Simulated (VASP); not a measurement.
# HgSe (F-43m) in VASP: single point with LDA

Aim: the single point of HgSe with LDA.

Program: VASP 6.6.1. These are calculated values, not measurements. Logs are shortened: lines on timing, memory, paths and dates and some standing lists are left out, and cuts for length are marked.

### 1 The crystal as given

Symmetry: F-43m, No. 216, cubic system. The conventional cell has a = 6.063 Å, b = 6.063 Å, c = 6.063 Å, α = 90.00°, β = 90.00°, γ = 90.00°. Hg (site symmetry -43m) is surrounded by 4 Se at 2.63 Å. Se (site symmetry -43m) is surrounded by 4 Hg at 2.63 Å.

The cell was built by a generator and needn't be a form met in nature.

### 2 Single point, LDA

INCAR

```
  PREC = Accurate
  ENCUT = 520
  EDIFF = 1E-6
  ISMEAR = 0
  SIGMA = 0.01
  LREAL = False
  LASPH = True
  NELM = 100
  ALGO = Normal
  ISIF = 2
  LWAVE = False
  LCHARG = False
  GGA = CA
  NBANDS = 16
```

KPOINTS

```
regular mesh
0
Gamma
  10 10 10
```

POSCAR

```
HgSe
1.0
    0.0000000000      3.0316354256      3.0316354256
    3.0316354256      0.0000000000      3.0316354256
    3.0316354256      3.0316354256      0.0000000000
Hg Se
1 1
Direct
    0.0000000000      0.0000000000      0.0000000000
    0.2500000000      0.2500000000      0.2500000000
```

Potentials or basis: VASP PAW LDA potentials, release 64 (Hg, Se).

On the command line:

```sh
$ cat potpaw_LDA.64/Hg/POTCAR potpaw_LDA.64/Se/POTCAR > POTCAR
$ mpirun -np 1 vasp_std > vasp.out
```

OUTCAR:

```text
PREC = Accurate
   ENCUT = 520
   EDIFF = 1E-6
   ISMEAR = 0
   LREAL = False
   LASPH = True
   NELM = 100
   ISIF = 2
   GGA = CA

 ion  position               nearest neighbor table
   1  0.000  0.000  0.000-   2 2.63   2 2.63   2 2.63   2 2.63
   2  0.250  0.250  0.250-   1 2.63   1 2.63   1 2.63   1 2.63

  LATTYP: Found a face centered cubic cell.
 ALAT       =     6.0632708512

  Lattice vectors:

 A1 = (   0.0000000000,   3.0316354256,   3.0316354256)
 A2 = (   3.0316354256,   0.0000000000,   3.0316354256)
 A3 = (   3.0316354256,   3.0316354256,   0.0000000000)

Analysis of symmetry for initial positions (statically):
=====================================================================
 Subroutine PRICEL returns:
 Original cell was already a primitive cell.

 Routine SETGRP: Setting up the symmetry group for a
 face centered cubic supercell.

 Subroutine GETGRP returns: Found 24 space group operations
 (whereof 24 operations were pure point group operations)
 out of a pool of 48 trial point group operations.

The static configuration has the point symmetry T_d .

Analysis of symmetry for dynamics (positions and initial velocities):
=====================================================================
 Subroutine PRICEL returns:
 Original cell was already a primitive cell.

 Routine SETGRP: Setting up the symmetry group for a
 face centered cubic supercell.

 Subroutine GETGRP returns: Found 24 space group operations
 (whereof 24 operations were pure point group operations)
 out of a pool of 48 trial point group operations.

The dynamic configuration has the point symmetry T_d .

 Subroutine INISYM returns: Found 24 space group operations
 (whereof 24 operations are pure point group operations),
 and found     1 'primitive' translations

----------------------------------------------------------------------------------------

                                     Primitive cell

  volume of cell :      55.7264

  direct lattice vectors                    reciprocal lattice vectors
     0.000000000  3.031635426  3.031635426    -0.164927483  0.164927483  0.164927483
     3.031635426  0.000000000  3.031635426     0.164927483 -0.164927483  0.164927483
     3.031635426  3.031635426  0.000000000     0.164927483  0.164927483 -0.164927483

  length of vectors
     4.287379935  4.287379935  4.287379935     0.285662780  0.285662780  0.285662780

  position of ions in fractional coordinates (direct lattice)
     0.000000000  0.000000000  0.000000000
     0.250000000  0.250000000  0.250000000

  ion indices of the primitive-cell ions
   primitive index   ion index
                 1           1
                 2           2

----------------------------------------------------------------------------------------

 KPOINTS: regular mesh

Automatic generation of k-mesh.
 Grid dimensions read from file:
 generate k-points for:   10   10   10

 Generating k-lattice:

  Cartesian coordinates                     Fractional coordinates (reciprocal lattice)
    -0.016492748  0.016492748  0.016492748     0.100000000  0.000000000  0.000000000
     0.016492748 -0.016492748  0.016492748     0.000000000  0.100000000  0.000000000
     0.016492748  0.016492748 -0.016492748     0.000000000  0.000000000  0.100000000

  Length of vectors
     0.028566278  0.028566278  0.028566278

  Shift w.r.t. Gamma in fractional coordinates (k-lattice)
     0.000000000  0.000000000  0.000000000

 Subroutine IBZKPT returns following result:
 ===========================================

 Found     47 irreducible k-points:

 Following reciprocal coordinates:
            Coordinates               Weight
  0.000000  0.000000  0.000000      1.000000
  0.100000  0.000000  0.000000      8.000000
  0.200000  0.000000  0.000000      8.000000
  0.300000  0.000000  0.000000      8.000000
  0.400000  0.000000  0.000000      8.000000
  0.500000  0.000000  0.000000      4.000000
[... 16 lines left out ...]
  0.300000  0.300000  0.000000      6.000000
  0.400000  0.300000  0.000000     24.000000
 [... further k-points ...]
   k-points           NKPTS =     47   k-points in BZ     NKDIM =     47   number of bands    NBANDS=     16
   number of dos      NEDOS =    301   number of ions     NIONS =      2
   total plane-waves  NPLWV =  32768
   dimension x,y,z NGX =    32 NGY =   32 NGZ =   32
   dimension x,y,z NGXF=    64 NGYF=   64 NGZF=   64
   ions per type =               1   1
   NGX,Y,Z   is equivalent  to a cutoff of  12.41, 12.41, 12.41 a.u.
   NGXF,Y,Z  is equivalent  to a cutoff of  24.82, 24.82, 24.82 a.u.
 SYSTEM =  unknown system
   PREC   = accura    normal or accurate (medium, high low for compatibility)
   ISTART =      0    job   : 0-new  1-cont  2-samecut
   ICHARG =      2    charge: 1-file 2-atom 10-const
   ISPIN  =      1    spin polarized calculation?
   LNONCOLLINEAR =      F non collinear calculations
   LSORBIT =      F    spin-orbit coupling
   LASPH  =      T    aspherical Exc in radial PAW
   ENCUT  =  520.0 eV  38.22 Ry    6.18 a.u.   7.97  7.97  7.97*2*pi/ulx,y,z
   NELM   =    100;   NELMIN=  2; NELMDL= -5     # of ELM steps
   EDIFF  = 0.1E-05   stopping-criterion for ELM
   LREAL  =      F    real-space projection
   EDIFFG = 0.1E-04   stopping-criterion for IOM
   NSW    =      0    number of steps for IOM
   IBRION =     -1    ionic relax: 0-MD 1-quasi-New 2-CG
   NFREE  =      0    steps in history (QN), initial steepest desc. (CG)
   ISIF   =      2    stress and relaxation
   ISYM   =      2    0-nonsym 1-usesym 2-fastsym
   POTIM  = 0.5000    time-step for ionic-motion
   TEBEG  =    0.0;   TEEND  =   0.0 temperature during run
   PSTRESS=    0.0 pullay stress
   NELECT =      18.0000    total number of electrons
   NUPDOWN=      -1.0000    fix difference up-down
   EMIN   =  10.00;   EMAX   =-10.00  energy-range for DOS
   EFERMI =   0.00;   METHOD = LEGACY
   ISMEAR =     0;   SIGMA  =   0.01  broadening in eV -4-tet -1-fermi 0-gaus
   EFERMI_NEDOS =   21; number of points for ismear=-14 and -15
   IALGO  =     38    algorithm
   IMIX   =      4    mixing-type and parameters
     AMIX     =   0.40;   BMIX     =  1.00
     AMIX_MAG =   1.60;   BMIX_MAG =  1.00
  volume/ion in A,a.u.               =      27.86       188.03
  Fermi-wavevector in a.u.,A,eV,Ry     =   1.123256  2.122646 17.166521  1.261704
  Thomas-Fermi vector in A             =   2.259921
   LORBIT       =      0    0 simple, 1 ext, 2 COOP (PROOUT), +10 PAW based schemes
   GGA     = CA    functional components
   LHFCALC =     F    Hartree Fock is set to
   AEXX    =    0.0000 exact exchange contribution
   IVDW    =     0    specifies the selected vdW correction
   LEPSILON=     F    determine dielectric tensor
   LRPA    =     F    only Hartree local field effects (RPA)
 non-spin polarized calculation
 Gauss-broadening in eV      SIGMA  =   0.01
  energy-cutoff  :      520.00
  volume of cell :       55.73
 maximum number of plane-waves:      1524
   NGX = 15   NGY = 15   NGZ = 15

 number of electron      18.0000002 magnetization

 Free energy of the ion-electron system (eV)
  ---------------------------------------------------
  ext. energy  EPLUGINS =         0.00000000
  ---------------------------------------------------
  free energy    TOTEN  =        -5.49312704 eV

  energy without entropy =       -5.49311161  energy(sigma->0) =       -5.49311932

 E-fermi :   1.7163     XC(G=0):  -9.4821

 val. band max:        1.7132874916   @ k =   0.0000   0.0000   0.0000
 cond. band min:       2.1244546630   @ k =   0.1000   0.0000   0.0000
 fundamental gap:      0.4111671714
 Fermi energy:         1.7163330825

 k-point     1 :       0.0000    0.0000    0.0000
  band No.  band energies     occupation
      1     -11.8605      2.00000
      2      -5.5493      2.00000
      3      -5.5493      2.00000
      4      -5.5493      2.00000
      5      -4.7858      2.00000
      6      -4.7858      2.00000
[... 8 lines left out ...]
     15      13.0322      0.00000
     16      13.0322      0.00000

 k-point     2 :       0.1000    0.0000    0.0000
  band No.  band energies     occupation
      1     -11.8158      2.00000
      2      -5.5343      2.00000
      3      -5.5288      2.00000
      4      -5.5288      2.00000
      5      -4.7878      2.00000
      6      -4.7878      2.00000
[... 8 lines left out ...]
     15      12.2461      0.00000
     16      12.2461      0.00000

 k-point     3 :       0.2000    0.0000    0.0000
  band No.  band energies     occupation
      1     -11.6964      2.00000
      2      -5.4777      2.00000
      3      -5.4777      2.00000
      4      -5.4628      2.00000
      5      -4.7879      2.00000
      6      -4.7879      2.00000
[... 8 lines left out ...]
     15      11.7730      0.00000
     16      11.7730      0.00000

 k-point     4 :       0.3000    0.0000    0.0000
  band No.  band energies     occupation
      1     -11.5437      2.00000
      2      -5.4222      2.00000
      3      -5.4222      2.00000
      4      -5.2702      2.00000
      5      -4.7749      2.00000
      6      -4.7749      2.00000
[... 8 lines left out ...]
     15      11.9559      0.00000
     16      11.9559      0.00000
[... 324 lines left out ...]
 k-point    22 :      -0.2000    0.2000    0.0000
  band No.  band energies     occupation
      1     -11.4912      2.00000
      2      -5.3896      2.00000
      3      -5.3788      2.00000
      4      -5.2535      2.00000
      5      -4.8193      2.00000
      6      -4.7265      2.00000
[... 8 lines left out ...]
     15      12.7044      0.00000
     16      13.3312      0.00000

 k-point    23 :       0.3000    0.3000    0.0000
  band No.  band energies     occupation
      1     -11.4372      2.00000
      2      -5.4879      2.00000
      3      -5.2417      2.00000
      4      -5.2417      2.00000
      5      -4.8286      2.00000
      6      -4.7099      2.00000
[... 8 lines left out ...]
     15      13.2687      0.00000
     16      14.9106      0.00000

 k-point    24 :       0.4000    0.3000    0.0000
  band No.  band energies     occupation
      1     -11.3358      2.00000
      2      -5.4241      2.00000
      3      -5.1747      2.00000
      4      -5.1542      2.00000
      5      -4.7360      2.00000
      6      -4.6977      2.00000
[... 8 lines left out ...]
     15      13.5173      0.00000
     16      15.0753      0.00000

 [... further k-points ...]

------------------------ aborting loop because EDIFF is reached ----------------------------------------

  FORCE on cell =-STRESS in cart. coord.  units (eV):
  Direction    XX          YY          ZZ          XY          YZ          ZX
  --------------------------------------------------------------------------------------
  -------------------------------------------------------------------------------------
  Total        0.1724797      0.1724797      0.1724797      0.0000000     -0.0000000      0.0000000
  in kB        4.9589276      4.9589276      4.9589276      0.0000000     -0.0000000      0.0000000
  external PRESSURE =       4.9589276 kB  Pullay stress =       0.0000000 kB

 VOLUME and BASIS-vectors are now :
 -----------------------------------------------------------------------------
  energy-cutoff  :      520.00
  volume of cell :       55.73
      direct lattice vectors                 reciprocal lattice vectors
     0.000000000  3.031635426  3.031635426    -0.164927483  0.164927483  0.164927483
     3.031635426  0.000000000  3.031635426     0.164927483 -0.164927483  0.164927483
     3.031635426  3.031635426  0.000000000     0.164927483  0.164927483 -0.164927483

 POSITION                                       TOTAL-FORCE (eV/Angst)
 -----------------------------------------------------------------------------------
      0.00000      0.00000      0.00000        -0.000000     -0.000000     -0.000000
      1.51582      1.51582      1.51582         0.000000      0.000000      0.000000
 -----------------------------------------------------------------------------------
    total drift:                               -0.000000     -0.000000     -0.000000

  FREE ENERGIE OF THE ION-ELECTRON SYSTEM (eV)
  ---------------------------------------------------
  free  energy   TOTEN  =        -5.4931270376 eV

  energy  without entropy=       -5.4931116114  energy(sigma->0) =       -5.49311932
```

It took 14 s on 1 thread of Intel Xeon Platinum 8488C (Sapphire Rapids), shared host; peak memory 0.18 GiB.

Results:

| Property | Result |
| --- | --- |
| Free energy | -5.4931 eV |
| Pressure | 0.5 GPa |
| Band gap on the k mesh | none (metal or under the smearing width) |

The run has no spin-orbit coupling, so splittings on Hg are missing.
